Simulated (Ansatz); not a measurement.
# A series in volume per atom on NiO

Periodic Kohn-Sham DFT of a crystal at fixed atoms; pressure and stress are positive in compression; the energy is the free energy less that of spherical unpolarised free atoms; site moments are those in the method's own spheres, positive along +z. The results are calculated, by Ansatz 0.2.0.

Cell of the first row (space group Fm-3m, No. 225):
```
CELL_PARAMETERS angstrom
0.00000 2.04860 2.04860
2.04860 0.00000 2.04860
2.04860 2.04860 0.00000
ATOMIC_POSITIONS crystal
Ni 0.00000 0.00000 0.00000
O 0.50000 0.50000 0.50000
```

Settings of every row: method all-electron LAPW; functional PBE; relativity scalar; k mesh 17x17x17; filling fermi-dirac; smearing width 0.03 eV; basis error target 1 meV/atom; nucleus gaussian.

Atom:
| element | start moment (bohr magneton) |
| --- | --- |
| Ni | 1.5 |
| O | 0 |

Limits: semilocal functional can close the gap of open d or f salts; with one magnetic atom in the cell only parallel moments are possible.

| row | volume per atom (Å³) | pressure (GPa) | energy less free atoms (eV/atom) | cell moment (bohr magneton) |
| --- | --- | --- | --- | --- |
| 1 | 8.598 | 17.66 | -6.522 | 1.62 |
| 2 | 8.689 | 15.209 | -6.5313 | 1.652 |
| 3 | 8.781 | ? | ? | ? |
| 4 | 8.964 | 8.538 | -6.5515 | 1.735 |
| 5 | 9.055 | 6.563 | -6.5558 | 1.762 |
| 6 | 9.147 | 4.7 | -6.559 | 1.79 |
| 7 | 9.238 | 2.924 | -6.5612 | 1.816 |
| 8 | 9.329 | 1.222 | -6.5624 | 1.84 |
| 9 | 9.512 | -2.014 | -6.5619 | 1.878 |
| 10 | 9.604 | -3.542 | -6.5603 | 1.893 |
| 11 | 9.695 | -5.009 | -6.5579 | 1.906 |

Question: what pressure and energy less free atoms should row 3 give?

Worked fit of pressure. Take u = (V_r/V)^(2/3) − 1 with V_r = 9.1925 Å³ an atom, which is twice the finite (Eulerian) strain; such expansions in the strain, on which the Birch-Murnaghan equation of state is built, carry the rest volume and the bulk modulus. The shown rows have u = 0.04558, 0.03827, 0.01692, 0.0101, 0.00331, -0.00329, -0.00978, -0.02252, -0.02877, -0.03486. Least squares give pressure = 3.7947 + 269.397 × u + 605.48 × u² + 3572 × u³ GPa; a parabola predicts inner rows, each left out in turn, worse (root mean square 0.048 against 0.016 GPa). The rows lie off it by -0.010, 0.017, -0.006, -0.018, 0.007, 0.009, 0.007, -0.008, -0.002, 0.003 (root mean square 0.01 GPa). The pressure vanishes at u = -0.0145, or V = 9.396 Å³ an atom, and there the bulk modulus at fixed shape and fractions is B = −V dP/dV = (2/3)(1 + u) dP/du = 167 GPa. The withheld row has u = 0.031, so the fit gives 3.7947 + 269.397 × (0.031) + 605.48 × (0.031)² + 3572 × (0.031)³ = 12.834 GPa.

The calculation gave 12.871 GPa. The fit lies 0.037 GPa (0.16 % of the column's range) below it; its largest miss of a shown row is 0.018 GPa.

Worked fit of energy less free atoms. Take u = (V_r/V)^(2/3) − 1 with V_r = 9.1925 Å³ an atom, which is twice the finite (Eulerian) strain; such expansions in the strain, on which the Birch-Murnaghan equation of state is built, carry the rest volume and the bulk modulus. The shown rows have u = 0.04558, 0.03827, 0.01692, 0.0101, 0.00331, -0.00329, -0.00978, -0.02252, -0.02877, -0.03486. Least squares give energy less free atoms = −6.56025 + 0.3259 × u + 11.259 × u² eV/atom; a straight line predicts inner rows, each left out in turn, worse (root mean square 0.0068 against 3.1e-05 eV/atom). All shown rows lie on it to the printed digit. Its lowest point lies at u = -0.0145, or V = 9.396 Å³ an atom, and the curvature there gives the bulk modulus at fixed shape and fractions, B = (4/9)(1 + u)² E″(u)/V = 166 GPa. The withheld row has u = 0.031, so the fit gives −6.56025 + 0.3259 × (0.031) + 11.259 × (0.031)² = -6.5393 eV/atom.

The calculation gave -6.5394 eV/atom. The fit lies 0.0001 eV/atom (0.25 % of the column's range) above it, one unit of the last digit.

The other values of row 3: cell moment 1.681 bohr magneton.
